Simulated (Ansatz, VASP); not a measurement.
# Cross-check of Sn17H12 (Sn wire along [110], 17 atoms a period, H-terminated) between VASP and Ansatz

Wanted: the spread between two codes on one cell, functional and k mesh. The structure shown is the start of the Ansatz relaxation below; VASP solves that cell, so the two are compared at the walk's first step.

Program: Ansatz 0.2.0. Level of theory: plane waves, with VASP 6.6.1 beside it; single point at PBE. Results are calculated unless marked as measured.

## (1) Set-up

The cell holds 29 atoms: 12 H and 17 Sn. Cell: a = 22.121 Å, b = 19.062 Å, c = 4.702 Å, α = 90.0°, β = 90.0°, γ = 90.0°. Vacuum lies along a and b. The structure's axis is c.

## (2) Ansatz: relaxation, PBE

Ansatz runs on its PAW soft_1 files.

The two programs are compared at the cell with which this relaxation starts, whose forces are those of its first step.

Input file input.yaml:

```yaml
crystal:
  lattice:
    - [22.121, 0.0, 0.0]
    - [0.0, 19.062, 0.0]
    - [0.0, 0.0, 4.7022600949]
  atoms:
    - { symbol: H, position: [0.153700104, 0.574965803, 0.0] }
    - { symbol: Sn, position: [0.199374484, 0.500006773, 0.0] }
    - { symbol: Sn, position: [0.424838975, 0.623347978, 0.0] }
    - { symbol: H, position: [0.454319425, 0.821648212, 0.0] }
    - { symbol: Sn, position: [0.499993805, 0.746689183, 0.0] }
    - { symbol: Sn, position: [0.499993805, 0.500006773, 0.0] }
    - { symbol: Sn, position: [0.725458296, 0.623347978, 0.0] }
    - { symbol: H, position: [0.771132677, 0.698307007, 0.0] }
    - { symbol: Sn, position: [0.800613126, 0.500006773, 0.0] }
    - { symbol: H, position: [0.846287507, 0.500006773, 0.303868563] }
    - { symbol: Sn, position: [0.274529315, 0.500006773, 0.5] }
    - { symbol: H, position: [0.304009764, 0.301706539, 0.5] }
    - { symbol: H, position: [0.304009764, 0.698307007, 0.5] }
    - { symbol: Sn, position: [0.349684145, 0.376665568, 0.5] }
    - { symbol: Sn, position: [0.349684145, 0.623347978, 0.5] }
    - { symbol: Sn, position: [0.575148636, 0.253324363, 0.5] }
    - { symbol: Sn, position: [0.575148636, 0.746689183, 0.5] }
    - { symbol: Sn, position: [0.575148636, 0.500006773, 0.5] }
    - { symbol: H, position: [0.620823016, 0.178365334, 0.5] }
    - { symbol: H, position: [0.620823016, 0.821648212, 0.5] }
    - { symbol: Sn, position: [0.650303466, 0.376665568, 0.5] }
    - { symbol: Sn, position: [0.650303466, 0.623347978, 0.5] }
    - { symbol: H, position: [0.846287507, 0.500006773, 0.696131437] }
    - { symbol: H, position: [0.153700104, 0.425047744, 0.0] }
    - { symbol: Sn, position: [0.424838975, 0.376665568, 0.0] }
    - { symbol: H, position: [0.454319425, 0.178365334, 0.0] }
    - { symbol: Sn, position: [0.499993805, 0.253324363, 0.0] }
    - { symbol: Sn, position: [0.725458296, 0.376665568, 0.0] }
    - { symbol: H, position: [0.771132677, 0.301706539, 0.0] }
kpoints:
  mp_grid: { grid: [1, 1, 18] }
scf:
  occupations: { method: fermi_dirac, width: 0.05 }
hamiltonian:
  xc: pbe
  pseudopotentials: { kind: paw, azcp: { folder: soft_1 } }
relax:
  cell: { fix: [a, b, alpha, beta, gamma] }
  max_steps: 45
  f_tol: 0.03
```

The run is started by

```console
ansatz run input.yaml --threads 8 --pin off --max-ram 16384MiB --backend cpu --events-out ev --progress --plain --runs-dir out
```

Numbers of over 12 decimals in the logs are rounded to 6 here.

What it wrote:

```text
Engine: ansatz 0.2.0, aarch64-unknown-linux-gnu
Pseudopotentials: kind: paw
Pseudopotential: H, paw, valence charge 1, recommended cutoff 420 eV (normal), soft_1/H.paw.azcp
Pseudopotential: Sn, paw, valence charge 14, recommended cutoff 420 eV (normal), soft_1/Sn.paw.azcp
Functional definition: PBE
  parameter kappa = 0.804
  parameter beta = 0.066725
  exchange = pbe_x(kappa = kappa, mu = beta*pi^2/3)
  correlation = pbe_c(beta = beta)
Crystal: 29 atoms, lattice volume = 1982.804 Å³
Basis set: ecut = 420 eV, 38725 PW (Γ), exchange–correlation on 300×256×64 points (8 copies of the dense FFT grid, shifted against one another)
Bands: 154, of which v1, the nominal top of the filled ones, is band 125 counted from 1 (124 counted from 0)
Symmetry: 4 space group operations
Space group: Pmm2 (ITA 25), of the structure as read, at distance tolerance 1.3e-4 Å
k-points: 10 of 18
Non-local potential: H, projectors of the file, l = 0: 2, l = 1: 1
Non-local potential: Sn, projectors of the file, l = 0: 2, l = 1: 2, l = 2: 2, l = 3: 1
PAW form: soft (Blöchl's): semilocal exchange-correlation on the pseudo side does not see the compensation charge
PAW one-centre angular grid: H, 110 points (default); XC on 64 Gauss nodes
PAW one-centre angular grid: Sn, 590 points (default); XC on 64 Gauss nodes
Initial density: superposition of atomic densities (neutral atoms: chi_scale 0, normalization atom)
Initial wavefunctions: pseudopotential atomic-orbital guess
Functional: x = pbe(κ = 0.804, μ = 0.219515), c = pbe(β = 0.066725)
SCF iter   1: F=—  HF=-102601.426294 eV  |F-HF|=—  |Δ(HF+E_count)|=         —  Δρ=2.46e-2  dr2=1.29e1  ethr=3.10e-3  ⟨swp⟩=6.9  Hψ=6715  notcnv=0  defer=49
preconditioner: auto → Resta (q_TF=auto, 1.932 Å⁻¹)  ε∞=2.0  [insulator: Δε(μ)=0.412 eV  Ē_g=7.606 eV  σ=0.050 eV  W_gap=0.97  n_scr=248 (ndim 8)  ℏωp=7.5 eV  f_vac=0.578  D(μ)=0.07/eV (n_scr^D=0)  ε∞_Penn≈2.0  vacuum switching on, ρ_ref=4.2e-3 e/Å³]
SCF iter   2: F=—  HF=-102598.532172 eV  |F-HF|=—  |Δ(HF+E_count)|=    2.89e0  Δρ=9.55e-3  dr2=2.98e0  ethr=3.10e-3  ⟨swp⟩=3.4  Hψ=2262  notcnv=0  defer=188
SCF iter   3: F=—  HF=-102598.145746 eV  |F-HF|=—  |Δ(HF+E_count)|=   3.86e-1  Δρ=4.30e-3  dr2=1.48e0  ethr=1.19e-3  ⟨swp⟩=3.7  Hψ=2356  notcnv=0  defer=189
SCF iter   4: F=—  HF=-102597.941507 eV  |F-HF|=—  |Δ(HF+E_count)|=   2.04e-1  Δρ=1.24e-3  dr2=1.17e-1  ethr=5.93e-4  ⟨swp⟩=3.6  Hψ=1861  notcnv=0  defer=184
SCF iter   5: F=—  HF=-102597.944717 eV  |F-HF|=—  |Δ(HF+E_count)|=   3.21e-3  Δρ=6.09e-4  dr2=4.12e-2  ethr=4.69e-5  ⟨swp⟩=3.0  Hψ=2116  notcnv=0  defer=178
SCF iter   6: F=—  HF=-102597.941264 eV  |F-HF|=—  |Δ(HF+E_count)|=   3.45e-3  Δρ=3.26e-4  dr2=2.60e-3  ethr=1.65e-5  ⟨swp⟩=1.9  Hψ=1695  notcnv=0  defer=178
SCF iter   7: F=—  HF=-102597.942977 eV  |F-HF|=—  |Δ(HF+E_count)|=   1.71e-3  Δρ=1.26e-4  dr2=1.03e-3  ethr=1.04e-6  ⟨swp⟩=2.0  Hψ=1763  notcnv=0  defer=178
SCF iter   8: F=—  HF=-102597.943268 eV  |F-HF|=—  |Δ(HF+E_count)|=   2.91e-4  Δρ=4.78e-5  dr2=3.78e-4  ethr=4.12e-7  ⟨swp⟩=2.0  Hψ=1603  notcnv=0  defer=178
SCF iter   9: F=—  HF=-102597.943259 eV  |F-HF|=—  |Δ(HF+E_count)|=   9.11e-6  Δρ=2.28e-5  dr2=1.25e-5  ethr=1.51e-7  ⟨swp⟩=2.0  Hψ=1588  notcnv=0  defer=178
SCF iter  10: F=—  HF=-102597.942999 eV  |F-HF|=—  |Δ(HF+E_count)|=   2.60e-4  Δρ=9.36e-6  dr2=2.38e-6  ethr=5.00e-9  ⟨swp⟩=3.0  Hψ=2916  notcnv=0  defer=178
SCF iter  11: F=—  HF=-102597.943003 eV  |F-HF|=—  |Δ(HF+E_count)|=   4.26e-6  Δρ=3.13e-6  dr2=2.86e-7  ethr=9.54e-10  ⟨swp⟩=2.0  Hψ=1763  notcnv=0  defer=178
SCF iter  12: F=-102597.943004 eV  HF=-102597.943004 eV  |F-HF|=9.11e-9  |Δ(HF+E_count)|=   6.73e-7  Δρ=9.05e-7  dr2=5.50e-8  ethr=4.00e-11  ⟨swp⟩=5.1  Hψ=5066  notcnv=0
SCF 1 converged in 12 iterations: F = -102597.943004 eV  dr2 = 5.50e-8
  greatest PAW one-centre occupation: 0.991 electrons in one spin orbital (limit 2), on the Sn atom at site 8 (counted from 0), in its partial waves of l = 2
relax step   1: F+E_penalty+E_count = -102597.94300373 eV  Δ(F+E_penalty+E_count) = +0.000e0 eV  max|allowed force component| = 2.012e-1 eV/Å  Δτ_max = 0.0000 Å  P = -0.305 GPa  Ω = 1982.804 Å³  fix = [a, b, alpha, beta, gamma]  reactions: a -0.329, b -0.425 GPa  (12 SCF iters, dr2 threshold 1.00e-7 eV, accepted)
[...]
relax step   4: F+E_penalty+E_count = -102598.03529433 eV  Δ(F+E_penalty+E_count) = -3.200e-3 eV  max|allowed force component| = 7.409e-3 eV/Å  Δτ_max = 0.0164 Å  P = -0.006 GPa  Ω = 1987.832 Å³  energy of the carried Pulay correction = -3.520e-4 eV  fix = [a, b, alpha, beta, gamma]  reactions: a -0.011, b -0.002 GPa  (8 SCF iters, dr2 threshold 1.77e-7 eV, accepted)
[...]
relax step   5: F+E_penalty+E_count = -102598.03565254 eV  Δ(F+E_penalty+E_count) = -3.582e-4 eV  max|allowed force component| = 7.385e-3 eV/Å  Δτ_max = 0.0000 Å  P = -0.006 GPa  Ω = 1987.832 Å³  fix = [a, b, alpha, beta, gamma]  reactions: a -0.011, b -0.002 GPa  stress off target by 4.61e-3 GPa on what of the cell is left free  SCF on the basis re-selected at this cell (its energy is not comparable with the rows above)  (7 SCF iters)
basis re-selected at this cell: Δ(F+E_penalty+E_count) = -3.582e-4 eV, ΔP = +0.000 GPa vs the last step (what re-selecting the basis moved, of the pressure what is left beyond the Pulay correction that the steps carried, after the strain that the cell walked since its last selection, with what the two solves' SCF thresholds leave and, on support functions, any second-order correction that the steps lacked; it is no m [...]
SCF converged after 7 iterations
Free energy (F): -102598.035653 eV
Harris-Foulkes:  -102598.035652 eV  (|F-HF|=1.56e-7)
Internal energy: -102598.035614 eV  (E = F + TS)
E sigma→0 (E₀):  -102598.035633 eV
Entropy (-TS):   -0.000038 eV (-0.001 meV/atom)
Fermi energy:    -0.716173 eV
--- Per-component energies (eV) ---
  E_band       = -4184.243672
  E_kinetic    = 3001.889894
  E_local      = -119479.912137  (includes V_loc(G=0)·N_el)
  E_nonlocal   = 2469.497620
  E_hartree    = 58417.573129
  E_xc         = -2228.012135
  E_vxc        = -1478.255722  (∫ρ·V_xc dr)
  E_paw        = -74301.185622  (= ΣΔE_a)
  E_vpaw       = -5532.607736  (= ΣTr[D̂ρ^β])
  E_aug_tail   = -0.005570  (compensation charges beyond the density's cutoff)
  E_ewald      = 29522.119208
  E_smearing   = -0.000038  (= −TS)
  E_closure    = -0.000000  (closes the sum)
  Σ components = -102598.035653   (vs F -102598.035653, Δ=0.00e0)
--- Forces (eV/Å), atoms counted from 1 ---
  atom   1  H      0.00220151     0.00043368     0.00000000
  atom   2  Sn     0.00353305     0.00000000     0.00000000
  atom   3  Sn    -0.00344256     0.00235580     0.00000000
  atom   4  H      0.00053659    -0.00056826    -0.00000000
  atom   5  Sn    -0.00022039     0.00023913     0.00000000
  atom   6  Sn     0.00611936    -0.00000000     0.00000000
  atom   7  Sn    -0.00037142     0.00013445     0.00000000
  atom   8  H     -0.00293530    -0.00075814    -0.00000000
  atom   9  Sn    -0.00033131    -0.00000000     0.00000000
  atom  10  H     -0.00249122     0.00000000     0.00361201
  atom  11  Sn    -0.00738483    -0.00000000     0.00000000
  atom  12  H      0.00464005     0.00081393     0.00000000
  atom  13  H      0.00464005    -0.00081393    -0.00000000
  atom  14  Sn     0.00237413     0.00046992     0.00000000
  atom  15  Sn     0.00237413    -0.00046992    -0.00000000
  atom  16  Sn    -0.00152034     0.00165538     0.00000000
  atom  17  Sn    -0.00152034    -0.00165538    -0.00000000
  atom  18  Sn    -0.00491660     0.00000000     0.00000000
  atom  19  H     -0.00129143     0.00092553     0.00000000
  atom  20  H     -0.00129143    -0.00092553    -0.00000000
  atom  21  Sn     0.00400922     0.00012145     0.00000000
  atom  22  Sn     0.00400922    -0.00012145    -0.00000000
  atom  23  H     -0.00249122    -0.00000000    -0.00361201
  atom  24  H      0.00220151    -0.00043368    -0.00000000
  atom  25  Sn    -0.00344256    -0.00235580    -0.00000000
  atom  26  H      0.00053659     0.00056826     0.00000000
  atom  27  Sn    -0.00022039    -0.00023913    -0.00000000
  atom  28  Sn    -0.00037142    -0.00013445    -0.00000000
  atom  29  H     -0.00293530     0.00075814     0.00000000
  max |Σ_I F_I| component: 2.64e-6 eV/Å
--- Stress (GPa, compression-positive) ---
       -0.011318       0.000000      -0.000000
        0.000000      -0.001728      -0.000000
       -0.000000      -0.000000      -0.004614
  P = ⅓ Tr σ = -0.0059 GPa (-0.059 kbar)
--- Relaxed structure (4 steps of the walk, 3 accepted, 1 SCFs on fresh bases) ---
  F+E_penalty+E_count = -102598.03565254 eV   max|allowed force component| = 7.385e-3 eV/Å   (the final SCF, on the basis selected at the relaxed cell)
  cell:  # Å, volume = 1987.8322 Å³
    - [22.121, 0.0, 0.0]
    - [0.0, 19.062, 0.0]
    - [0.0, 0.0, 4.714184]
  atoms:
    - { symbol: H, position: [0.155536, 0.572818, 0.0] }
    - { symbol: Sn, position: [0.202604, 0.500000, 0.0] }
    - { symbol: Sn, position: [0.425360, 0.622332, 0.0] }
    - { symbol: H, position: [0.455583, 0.817657, 0.0] }
    - { symbol: Sn, position: [0.501289, 0.743182, 0.0] }
    - { symbol: Sn, position: [0.500283, 0.500000, 0.0] }
    - { symbol: Sn, position: [0.723035, 0.620565, 0.0] }
    - { symbol: H, position: [0.768219, 0.695493, 0.0] }
    - { symbol: Sn, position: [0.798160, 0.500000, 0.0] }
    - { symbol: H, position: [0.844847, 0.500000, 0.294656] }
    - { symbol: Sn, position: [0.274976, 0.500000, 0.5] }
    - { symbol: H, position: [0.306486, 0.305407, 0.5] }
    - { symbol: H, position: [0.306486, 0.694593, 0.5] }
    - { symbol: Sn, position: [0.351857, 0.380250, 0.5] }
    - { symbol: Sn, position: [0.351857, 0.619750, 0.5] }
    - { symbol: Sn, position: [0.573716, 0.256698, 0.5] }
    - { symbol: Sn, position: [0.573716, 0.743302, 0.5] }
    - { symbol: Sn, position: [0.574987, 0.500000, 0.5] }
    - { symbol: H, position: [0.619439, 0.182225, 0.5] }
    - { symbol: H, position: [0.619439, 0.817775, 0.5] }
    - { symbol: Sn, position: [0.649657, 0.377390, 0.5] }
    - { symbol: Sn, position: [0.649657, 0.622610, 0.5] }
    - { symbol: H, position: [0.844847, 0.500000, 0.705344] }
    - { symbol: H, position: [0.155536, 0.427182, 0.0] }
    - { symbol: Sn, position: [0.425360, 0.377668, 0.0] }
    - { symbol: H, position: [0.455583, 0.182343, 0.0] }
    - { symbol: Sn, position: [0.501289, 0.256818, 0.0] }
    - { symbol: Sn, position: [0.723035, 0.379435, 0.0] }
    - { symbol: H, position: [0.768219, 0.304507, 0.0] }
```

Reading the cycles: dr2 is the Hartree energy of the density residual (eV), the measure of convergence; HF is the Harris–Foulkes estimate of the energy, which meets the free energy F at convergence.

(Part 1 of 2 ends here.)

[Lines on the potential files, build, host, timing and source positions are cut from VASP's logs without a mark.]

[Logs are printed without paths, hosts, clocks, repeated set-up lines and the standing remarks that a program may print on its own settings, such as how far it seeks lower states.]

[Hosts, paths, dates, database ids (printed as entryN), source tags and the programs' standing remarks are cut or masked in the printed files.]
